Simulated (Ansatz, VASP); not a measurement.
# Two plane-wave programs on GaS5

```
Ga S
1.0
     5.84282    0.00000    0.00000
    -2.92141    5.06003    0.00000
     0.00000    0.00000    4.65211
Ga S
1 5
Cartesian
  0.0000 0.0000 0.0000
  0.0000 3.3734 0.0000
  2.9214 1.6867 0.0000
  2.9214 0.0000 2.3261
  1.4607 2.5300 2.3261
  -1.4607 2.5300 2.3261
```

Change from the starting cell: species swapped into the CaCu5 type (P6/mmm, No. 191).

Alike in both runs: task relaxation of cell and atoms; functional PBE; k mesh 3 × 3 × 4; occupations gaussian, width 0.1 eV; no spin polarisation.

|  | VASP | Ansatz |
| --- | --- | --- |
| version | VASP 6.6.1 | Ansatz 0.2.0 |
| potentials or method | VASP PAW PBE potentials, release 64 (Ga_d, S) | scalar-relativistic, plane waves, PAW |
| plane-wave cutoff (eV) | 600 | 420 |
| valence electrons in the cell | 43 | 43 |

|  | VASP | Ansatz | Ansatz less VASP |
| --- | --- | --- | --- |
| gap on the k mesh at the Fermi level, each at its own relaxed structure (eV) | none | none | - |
| relaxed volume (Å³/atom) | 20.83 | 19.46 | -1.370 |
| relaxed cell length with the largest relative difference (Å) | 3.220 | 3.827 | +0.6067 |
| energy change over the relaxation (meV/atom) | -323 | -240 | +82.6 |

A gap of «none» marks a metal or a gap that the smearing closes. One of these differences is far larger than is usual between the two programs; its cause wasn't traced.

Caveats: the k mesh is coarse (spacing up to 0.41 Å⁻¹), so the values aren't converged.
